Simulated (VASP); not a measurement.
Here is a VASP 6.6.1 calculation.

Contents of INCAR:

```
PREC = Accurate
ENCUT = 520
EDIFF = 1E-6
ISMEAR = 0
SIGMA = 0.02
LREAL = False
LASPH = True
NELM = 80
ALGO = Normal
ISIF = 2
LWAVE = False
LCHARG = False
GGA = PE
NBANDS = 15
```

KPOINTS

```
regular mesh
0
Gamma
  6 6 6
```

The input POSCAR:

```
KI
1.0
    0.0000000000      3.5881815005      3.5881815005
    3.5881815005      0.0000000000      3.5881815005
    3.5881815005      3.5881815005      0.0000000000
K I
1 1
Direct
    0.0000000000      0.0000000000      0.0000000000
    0.5000000000      0.5000000000      0.5000000000
```

Potentials or basis: VASP PAW PBE potentials, release 64 (K_sv, I).

Run with:

```sh
$ cat potpaw_PBE.64/K_sv/POTCAR potpaw_PBE.64/I/POTCAR > POTCAR
$ mpirun -np 1 vasp_std > vasp.out
```

(1) Predict the pressure.

(2) Estimate the band gap on the k mesh.

Answers

(1) 0.1 GPa.

(2) 3.86 eV, direct.

Caveat: spin-orbit coupling is left out, which moves the levels of the heavy elements.

**The experiment to reproduce.**

From a printed reference work, monograph, for a bulk crystal of KI: band gap 6.32 eV.

Measured gap of KI: 6.32 eV (a printed reference work, monograph). This calculation gives 3.86 eV (-2.46 eV). Spin-orbit coupling on I is left out. The value is that of PBE, without temperature or zero-point motion. Semilocal functionals fall short of measured gaps as a rule.
